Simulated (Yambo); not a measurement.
# InP (F-43m) in Yambo: notebook

Runs on InP. Level: PBEsol. Tasks: optical spectrum, optical spectrum by the Bethe-Salpeter equation, G0W0 quasiparticle levels.

All numbers are computed with Yambo 5.3.0; they aren't measurements. Logs are shortened: lines on timing, memory, paths and dates and some standing lists are left out, and cuts for length are marked.

## Step 1: The undisturbed crystal

The structure is cubic, space group F-43m (No. 216). The conventional cell has a = 5.861 Å, b = 5.861 Å, c = 5.861 Å, α = 90.00°, β = 90.00°, γ = 90.00°. In (site symmetry -43m) is surrounded by 4 P at 2.54 Å. P (site symmetry -43m) has 4 In at 2.54 Å as nearest neighbours.

## Step 2: Optical spectrum, PBEsol (cell squeezed)

The input, optics1.in:

```
optics
chi
Chimod= "HARTREE"
% BndsRnXd
 1 | 34 |
%
NGsBlkXd= 3 Ry
% LongDrXd
 1 | 0 | 0 |
%
% QpntsRXd
 1 | 1 |
%
% EnRngeXd
 0 | 20 | eV
%
% DmRngeXd
 0.1 | 0.1 | eV
%
ETStpsXd= 200
```

The input, scf.in:

```
&CONTROL
  calculation = 'scf'
  prefix = 'pwscf'
  outdir = './tmp'
  pseudo_dir = './pseudo'
/
&SYSTEM
  ibrav = 0
  nat = 2
  ntyp = 2
  ecutwfc = 70
  nbnd = 15
  occupations = 'smearing'
  smearing = 'fd'
  degauss = 0.00367493
  force_symmorphic = .true.
/
&ELECTRONS
  conv_thr = 4d-10
  electron_maxstep = 120
  mixing_beta = 0.5
/
ATOMIC_SPECIES
In   114.8180 In.upf
P     30.9738 P.upf
CELL_PARAMETERS angstrom
   0.0000000000    2.8501715552    2.8501715552
   2.8501715552    0.0000000000    2.8501715552
   2.8501715552    2.8501715552    0.0000000000
ATOMIC_POSITIONS crystal
In     0.0000000000    0.0000000000    0.0000000000
P      0.7500000000    0.7500000000    0.7500000000
K_POINTS automatic
8 8 8 0 0 0
```

The input, nscf.in:

```
&CONTROL
  calculation = 'nscf'
  prefix = 'pwscf'
  outdir = './tmp'
  pseudo_dir = './pseudo'
/
&SYSTEM
  ibrav = 0
  nat = 2
  ntyp = 2
  ecutwfc = 70
  nbnd = 159
  occupations = 'fixed'
  force_symmorphic = .true.
/
&ELECTRONS
  conv_thr = 1d-08
  diago_full_acc = .true.
  diago_thr_init = 1d-06
/
ATOMIC_SPECIES
In   114.8180 In.upf
P     30.9738 P.upf
CELL_PARAMETERS angstrom
   0.0000000000    2.8501715552    2.8501715552
   2.8501715552    0.0000000000    2.8501715552
   2.8501715552    2.8501715552    0.0000000000
ATOMIC_POSITIONS crystal
In     0.0000000000    0.0000000000    0.0000000000
P      0.7500000000    0.7500000000    0.7500000000
K_POINTS automatic
4 4 4 0 0 0
```

Potentials or basis: PseudoDojo 0.4.1 SR PBEsol standard.

Run with:

```sh
$ OMP_NUM_THREADS=1 pw.x -in scf.in > scf.out
$ OMP_NUM_THREADS=1 pw.x -in nscf.in > nscf.out
$ cd tmp/pwscf.save; p2y; mv SAVE ../..; cd ../..
$ OMP_NUM_THREADS=1 yambo
$ OMP_NUM_THREADS=1 yambo -F optics1.in -J optics1 -C optics1_out
```

Yambo's report:

```text
[... sections 02.01 to 02.04 as in the set-up run ...]

  [02.05] Energies & Occupations
  ==============================

  [X] === General ===
  [X] Electronic Temperature                        :  0.000000  0.000000 [eV K]
  [X] Bosonic    Temperature                        :  0.000000  0.000000 [eV K]
  [X] Finite Temperature mode                       : no
  [X] El. density                                   :  0.38871E+24 [cm-3]
  [X] Fermi Level                                   :  8.165531 [eV]

  [X] === Gaps and Widths ===
  [X] Conduction Band Min                           :  1.059713 [eV]
  [X] Valence Band Max                              :  0.000000 [eV]
  [X] Filled Bands                                  :   9
  [X] Empty Bands                                   :   10  159
  [X] Direct Gap                                    :  1.059713 [eV]
  [X] Direct Gap localized at k                     :  1
  [X] Indirect Gap                                  :  1.059713 [eV]
  [X] Indirect Gap between kpts                     :  1  1
  [X] Last valence band width                       :  3.365008 [eV]
  [X] 1st conduction band width                     :  3.139004 [eV]

 [03] Transferred momenta grid and indexing
 ==========================================

 IBZ Q-points                                      :   8
 BZ  Q-points                                      :   64

 K/Q-points units:
 rlu = crystal or reduced units; cc = cartesian coordinates; iku = interal k-units

 Q [1]          [rlu]:  0.000000  0.000000  0.000000
 Q [2]          [rlu]:  0.31237E-17  0.31237E-17  0.25000
 Q [3]          [rlu]: -0.62473E-17 -0.62473E-17 -0.50000
 Q [4]          [rlu]: -0.23677E-17  0.25000      0.25000
 Q [5]          [rlu]:  0.11492E-17  0.25000      0.50000
 Q [6]          [rlu]: -0.62473E-17  0.25000     -0.25000
 Q [7]          [rlu]:  0.47355E-17 -0.50000     -0.50000
 Q [8]          [rlu]:  0.250000 -0.500000 -0.250000

 [WARNING] [Xd] User bands 1-34 break level degeneracy

 [04] Dipoles
 ============

  [04.01] Setup: observables and procedures
  =========================================

  [WF-Oscillators/G space/Transverse up loader] Normalization (few states)  min/max  :  0.27985E-17   1.0000

  [WR./optics1//ndb.dipoles]------------------------------------------------------
   Brillouin Zone Q/K grids (IBZ/BZ)                :    8   64    8   64
   RL vectors                                       :   3839 [WF]
   Fragmentation                                    : yes
   Electronic Temperature                           :  0.000000 [K]
   Bosonic    Temperature                           :  0.000000 [K]
   DIP band range                                   :    1   34
   DIP band range limits                            :   9  10
   DIP e/h energy range                             : -1.000000 -1.000000 [eV]
   RL vectors in the sum                            :   3839
   [r,Vnl] included                                 : yes
   Bands ordered                                    : yes
   Direct v evaluation                              : no
   Approach used                                    : G-space v
   Dipoles computed                                 : R V P [G-space]
   Wavefunctions                                    : Perdew, Burke & Ernzerhof SOL(X)+Perdew, Burke & Ernzerhof SOL(C)

  [WARNING] [r,Vnl^pseudo] included in position and velocity dipoles.

  [WARNING] In case H contains other non local terms, these are neglected

 [05] Optics
 ===========

 [X-CG] R(p) Tot o/o(of R):   1211  14400    100
```

o-optics1.eps_q1_inv_rpa_dyson:

```text
# Absorption @ Q(1):   1.00000000      0.00000000      0.00000000    [q->0 direction]
#
# [ X ] Hartree size                              :   51
# [GEN] GF Energies                               : Perdew, Burke & Ernzerhof SOL(X)+Perdew, Burke & Ernzerhof SOL(C)
# [GEN] Green`s Function                          : T-ordered
#
# [GEN] Gauge                                     : Length
# [GEN] [r,Vnl] included                          : yes
#
#    E[1] [eV]          Im(eps)            Re(eps)            Im(eps_o)          Re(eps_o)
#
        0.000000           1.231557           23.89546           1.311396           25.23709
        0.100503           1.255372           23.98653           1.336496           25.33198
        0.201005           1.330880           24.26780           1.416155           25.62516
        0.301508           1.471832           24.76543           1.565177           26.14432
        0.402010           1.707485           25.53047           1.815211           26.94364
        0.502513           2.097239           26.65374           2.231043           28.11999
[... 192 lines left out ...]
        19.89950           0.401254           0.522523           0.922981           0.586709
        20.00000           0.484485           0.412968           0.793417           0.198298
#
```

Wall time 78 s (1 thread of Arm Neoverse V2, shared host); peak memory 0.28 GiB.

Results:

```yaml
Band_gap_on_the_k_mesh_mean-field_level: 1.06 eV, direct
Electronic_dielectric_constant_along_the_field: 23.90
Electronic_dielectric_constant_along_the_field_independent_particles: 25.24
```

Dielectric function (along the field direction of the input):
| energy (eV) | real part | imaginary part |
| --- | --- | --- |
| 0.30 | 24.77 | 1.47 |
| 0.80 | 34.57 | 6.72 |
| 1.31 | 1.44 | 8.48 |
| 1.81 | 16.61 | 2.47 |
| 2.31 | 33.77 | 8.25 |
| 2.81 | -25.94 | 30.51 |
| 3.32 | 3.16 | 3.39 |
| 3.82 | 21.07 | 10.34 |
| 4.32 | 17.82 | 36.27 |
| 4.82 | -13.20 | 17.26 |
| 5.33 | -2.28 | 7.45 |
| 5.83 | -5.51 | 11.87 |
| 6.33 | -7.34 | 2.41 |
| 6.83 | -3.23 | 2.87 |
| 7.34 | -1.95 | 0.98 |
| 7.84 | -2.90 | 1.95 |
| 8.34 | -1.62 | 3.00 |
| 8.84 | -0.87 | 2.62 |
| 9.35 | 0.37 | 4.90 |
| 9.85 | -1.64 | 3.40 |
| 10.35 | -3.11 | 1.62 |
| 10.85 | -2.31 | 0.79 |
| 11.36 | -1.24 | 0.36 |
| 11.86 | -0.83 | 0.75 |
| 12.36 | -1.16 | 0.94 |
| 12.86 | -0.28 | 0.50 |
| 13.37 | -0.71 | 0.51 |
| 13.87 | -0.48 | 0.28 |
| 14.37 | -0.35 | 0.21 |
| 14.87 | -0.07 | 0.22 |
| 15.38 | 0.22 | 0.33 |
| 15.88 | 0.06 | 0.48 |
| 16.38 | 0.20 | 0.31 |
| 16.88 | 0.13 | 0.44 |
| 17.39 | 0.15 | 0.32 |
| 17.89 | 0.36 | 0.19 |
| 18.39 | 0.46 | 0.39 |
| 18.89 | 0.31 | 0.55 |
| 19.40 | 0.30 | 0.42 |
| 20.00 | 0.41 | 0.48 |

Caveat: the k mesh is coarse (spacing up to 0.48 Å⁻¹), so the values aren't converged; spectra need much finer meshes, so this one isn't converged; these spectra lack excitons; spin-orbit coupling is left out, which moves the levels of the heavy elements.

## Step 3: Optical spectrum by the Bethe-Salpeter equation, PBEsol (cell squeezed)

The input, bse2.in:

```
optics
bse
bss
rim_cut
em1s
RandQpts= 1000000
RandGvec= 50 RL
Chimod= "HARTREE"
% BndsRnXs
 1 | 34 |
%
NGsBlkXs= 5 Ry
% LongDrXs
 1 | 0 | 0 |
%
BSKmod= "SEX"
BSEmod= "retarded"
BSSmod= "d"
% BSEQptR
 1 | 1 |
%
% BSEBands
 8 | 11 |
%
BSENGexx= 20 Ry
BSENGBlk= 5 Ry
% BEnRange
 0 | 20 | eV
%
% BDmRange
 0.1 | 0.1 | eV
%
BEnSteps= 200
% BLongDir
 1 | 0 | 0 |
%
BSEprop= "abs"
WRbsWF
% KfnQP_E
 0.44 | 1.0 | 1.0 |
%
```

scf.in is that of step 2.

nscf.in is that of step 2.

Potentials or basis: PseudoDojo 0.4.1 SR PBEsol standard.

Run with:

```sh
$ OMP_NUM_THREADS=1 pw.x -in scf.in > scf.out
$ OMP_NUM_THREADS=1 pw.x -in nscf.in > nscf.out
$ cd tmp/pwscf.save; p2y; mv SAVE ../..; cd ../..
$ OMP_NUM_THREADS=1 yambo
$ mkdir -p bse2; ln -s $PWD/g0w00/ndb.RIM bse2/
$ OMP_NUM_THREADS=1 yambo -F bse2.in -J bse2 -C bse2_out
$ OMP_NUM_THREADS=1 ypp -J bse2 -C bse2_out -e s -b 1
```

Yambo's report:

```text
[... sections 02.01 to 02.04 as in the set-up run ...]

  [02.05] Energies & Occupations
  ==============================

  [X] === General ===
  [X] Electronic Temperature                        :  0.000000  0.000000 [eV K]
  [X] Bosonic    Temperature                        :  0.000000  0.000000 [eV K]
  [X] Finite Temperature mode                       : no
  [X] El. density                                   :  0.38871E+24 [cm-3]
  [X] Fermi Level                                   :  8.165531 [eV]

  [X] === Gaps and Widths ===
  [X] Conduction Band Min                           :  1.059713 [eV]
  [X] Valence Band Max                              :  0.000000 [eV]
  [X] Filled Bands                                  :   9
  [X] Empty Bands                                   :   10  159
  [X] Direct Gap                                    :  1.059713 [eV]
  [X] Direct Gap localized at k                     :  1
  [X] Indirect Gap                                  :  1.059713 [eV]
  [X] Indirect Gap between kpts                     :  1  1
  [X] Last valence band width                       :  3.365008 [eV]
  [X] 1st conduction band width                     :  3.139004 [eV]

 [03] Transferred momenta grid and indexing
 ==========================================

 [BZ sampling] Q-grid is User defined and/or read from the database

 IBZ Q-points                                      :   8
 BZ  Q-points                                      :   64

 K/Q-points units:
 rlu = crystal or reduced units; cc = cartesian coordinates; iku = interal k-units
[... 248 lines left out ...]
     [SOC] Perturbative SOC                           : no
     [K] Kernel long-range exchange                   : BAR

    [08.01.05.03] Wave-Function Phases
    ==================================

    [BSE] WF phases found       :  50.19531 [o/o]

   [08.01.06] BSE solver(s) @q1
   ============================

   [08.01.07] Diago Solver @q1
   ===========================

   [WR./bse2//ndb.BS_diago_Q1]-----------------------------------------------------
    BS kernel          energies                      : Perdew, Burke & Ernzerhof SOL(X)+Perdew, Burke & Ernzerhof SOL(C)+ user defined corrections @E
    [K] Identifier                                   :   9029
    [K] Dimension                                    :  256
    [K] Bands                                        :   8  11
    [K] Exchange                                     : yes [res]
    [K] Correlation                                  : yes [res]
    [K] Kernel`s coupling                            : no
    [K] Exchange                                     : no [cpl]
    [K] Correlation                                  : no [cpl]
    [K] W interaction is bare                        : no
    [K] ALDA kernel in R-space                       : no
    [K] RL vectors                                   :   531 [exchange]
    [K] RL vectors                                   :   65 [correlation]
    [K] E/h energy range                             : -1.000000 -1.000000 [eV]
    [K] Coupling range                               :  100.0000  100.0000 [o/o]
    [W] Interaction is diagonal                      : no
    [W] Matrix size                                  :   65
    [W] Bands                                        :    1   34
    [W] e/h energy range                             : -1.000000 -1.000000 [eV]
    [W] Poles                                        :  100.0000 [o/o]
    [W] RL vectors in the sum                        :   3839
    [W] [r,Vnl] included                             : yes
    [W] Field direction                              :  0.100000E-4   0.00000      0.00000
    [W] Coulomb Cutoff                               : none
    [W] Hxc Kernel                                   : HARTREE
    [RIM] RL components                              :   51 [col]
    [RIM] Random points                              :  1000000 [col]
    [SOC] Perturbative SOC                           : no
    [K] Kernel long-range exchange                   : BAR
    [BSS] Eigenstates included                       : yes
    [BSS] Field direction                            :  0.100000E-4   0.00000      0.00000
    [BSS] Eigenstates computed                       :  256
    [BSS] Number of BSE matrices                     :  1
```

o-bse2.exc_qpt1_E_sorted:

```text
# [K] Identifier                                  :   9029
# [K] Dimension                                   :  256
# [K] Bands                                       :   8  11
# [K] Exchange                                    : yes [res]
# [K] Correlation                                 : yes [res]
# [K] Kernel`s coupling                           : no
# [K] Exchange                                    : no [cpl]
# [K] Correlation                                 : no [cpl]
[... 28 lines left out ...]
#
     1.40848264        0.961669433E-1      1.00000000
     1.40881193        0.527710551         2.00000000
     2.83024446        0.215447512         3.00000000
     2.83446924         1.00000000         4.00000000
     2.83530225        0.474902032E-2      5.00000000
     2.88662229        0.182003170E-4      6.00000000
[... 35 lines left out ...]
     4.44834877        0.236124632E-4      42.0000000
     4.44875552        0.357911023E-6      43.0000000
[... 215 further lines ...]
```

Run time: 94 s. Hardware: 1 thread of Arm Neoverse V2, shared host; peak memory 0.28 GiB.

What came out:

```
Band gap on the k mesh, mean-field level : 1.06 eV, direct
Exciton binding energy                   : 0.09 eV
Lowest exciton energy                    : 1.41 eV
Lowest bright exciton energy             : 1.41 eV
```

Dielectric function (along the field direction of the input):
| energy (eV) | real part | imaginary part |
| --- | --- | --- |
| 0.30 | 21.06 | 0.31 |
| 0.80 | 24.72 | 1.47 |
| 1.31 | 43.17 | 25.30 |
| 1.81 | 8.89 | 3.99 |
| 2.31 | 24.73 | 4.37 |
| 2.81 | 29.44 | 97.31 |
| 3.32 | -10.35 | 5.87 |
| 3.82 | 8.05 | 3.90 |
| 4.32 | 5.46 | 32.11 |
| 4.82 | -25.94 | 16.66 |
| 5.33 | -11.63 | 3.55 |
| 5.83 | -7.19 | 7.71 |
| 6.33 | -7.95 | 2.04 |
| 6.83 | -5.37 | 1.03 |
| 7.34 | -3.01 | 0.45 |
| 7.84 | -0.31 | 3.80 |
| 8.34 | -3.05 | 1.22 |
| 8.84 | -3.43 | 0.71 |
| 9.35 | -2.25 | 0.14 |
| 9.85 | -1.70 | 0.09 |
| 10.35 | -1.32 | 0.06 |
| 10.85 | -1.04 | 0.05 |
| 11.36 | -0.81 | 0.04 |
| 11.86 | -0.63 | 0.03 |
| 12.36 | -0.47 | 0.03 |
| 12.86 | -0.34 | 0.02 |
| 13.37 | -0.22 | 0.02 |
| 13.87 | -0.12 | 0.02 |
| 14.37 | -0.04 | 0.02 |
| 14.87 | 0.04 | 0.01 |
| 15.38 | 0.11 | 0.01 |
| 15.88 | 0.17 | 0.01 |
| 16.38 | 0.22 | 0.01 |
| 16.88 | 0.27 | 0.01 |
| 17.39 | 0.32 | 0.01 |
| 17.89 | 0.36 | 0.01 |
| 18.39 | 0.39 | 0.01 |
| 18.89 | 0.43 | 0.01 |
| 19.40 | 0.46 | 0.01 |
| 20.00 | 0.49 | 0.01 |

Lowest exciton energies (eV): 1.41, 1.41, 2.83, 2.83, 2.84, 2.89, 2.89, 2.89

Excitons:
```tsv
energy (eV)	strength (relative to the strongest)
1.408	0.096
1.409	0.53
2.830	0.22
2.834	1
2.835	0.0047
2.887	1.8e-05
2.887	3.6e-06
2.888	8.7e-06
2.907	9.7e-06
2.907	2e-05
2.938	1.4e-10
2.938	1.9e-06
```

Caveat: the k mesh is coarse (spacing up to 0.48 Å⁻¹), so the values aren't converged; the scissor is the correction of the direct gap in an earlier G0W0 run on the same states; exciton energies and binding change strongly with the k mesh and aren't converged on this one; spectra need much finer meshes, so this one isn't converged; spin-orbit coupling is left out, which moves the levels of the heavy elements. A k mesh can miss the band edges.

(Part 1 of 3 ends here.)
